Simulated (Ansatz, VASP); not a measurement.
## TiAl in VASP and in Ansatz

```
Ti Al
1.0
     2.86726    0.00000    0.00000
    -1.43363    2.48312    0.00000
     0.00000    0.00000    4.67808
Ti Al
1 1
Direct
  0.00000 0.00000 0.00000
  0.33333 0.66667 0.50000
```

The cell comes from a database or a generator and needn't be the stable form of this composition.

Alike in both runs: task single point; functional PBEsol; k mesh 11 × 11 × 6; occupations fermi-dirac, width 0.05 eV; no spin polarisation.

```csv
,VASP,Ansatz
version,VASP 6.6.1,Ansatz 0.2.0
potentials or method,"VASP PAW PBE potentials, release 64 (Ti_sv, Al)","plane waves, PAW"
plane-wave cutoff (eV),520,420
valence electrons in the cell,15,15
```

```csv
,VASP,Ansatz,Ansatz less VASP
pressure (GPa),-2.8,-2.8,-0.01
largest component of the traceless stress (GPa),1.05,1.11,+0.068
```

With one functional, cell and mesh, what is left measures potentials, basis and numerics.

Caveats: the PAW data sets were made with another functional, which shifts forces and pressure a little (VASP).
